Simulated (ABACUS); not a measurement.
Runs of ABACUS 3.10.1 on Ti. The structure is cubic, space group Im-3m (No. 229). The conventional cell has a = 3.282 Å, b = 3.282 Å, c = 3.282 Å, α = 90.00°, β = 90.00°, γ = 90.00°. Ti (site symmetry m-3m) has 8 Ti at 2.84 Å as nearest neighbours. This isn't the form of Ti at room conditions, which is hcp.

| task | level | potentials or basis | k mesh | cutoff (eV) | SCF threshold on the density | eigensolver | symmetry key | threshold of the eigensolver | path | gap on the mesh (eV) | pressure (GPa) | V0 of scaled cells (Å³/atom) | B0 (GPa) |
| --- | --- | --- | --- | --- | --- | --- | --- | --- | --- | --- | --- | --- | --- |
| equation of state | RPBE | SSSP 1.3 efficiency PBE, plane waves | 9 × 9 × 9 | 748 | 1e-08 | dav | 1 | - | - | - | - | 17.79 | 100 |
| equation of state | revPBE | Ansatz NC PBE, plane waves | 9 × 9 × 9 | 1156 | 1e-08 | dav | 1 | - | - | - | - | (a) | 101 |
| single point | RPBE | SSSP 1.3 efficiency PBE, plane waves | 9 × 9 × 9 | 748 | 1e-08 | dav | 1 | - | - | none | 0.7 | - | - |
| single point | PBEsol | PseudoDojo NC SR 0.4.1 PBEsol standard, DZP LCAO (the cutoffs set its grid) | 10 × 10 × 10 | 1361 | 1e-07 | genelpa | 1 | - | - | none | (b) | - | - |
| single point | revPBE | Ansatz NC PBE, plane waves | 9 × 9 × 9 | 1156 | 1e-08 | dav | 1 | - | - | none | -0.2 | - | - |

Alike in all rows: no spin polarisation; cell as given; smearing fermi-dirac 0.05 eV.

**Question.** Fill in the values left out.

**Answer.** (a) 17.65; (b) -6.4.

Caveats: the potentials were made for another functional, which shifts forces and pressure (some runs); the atomic orbitals were generated for these runs and aren't a published set (some runs); the basis of atomic orbitals isn't converged, which shifts pressures, moduli and gaps (some runs).

A gap of «none» marks a metal or a gap under the smearing width.
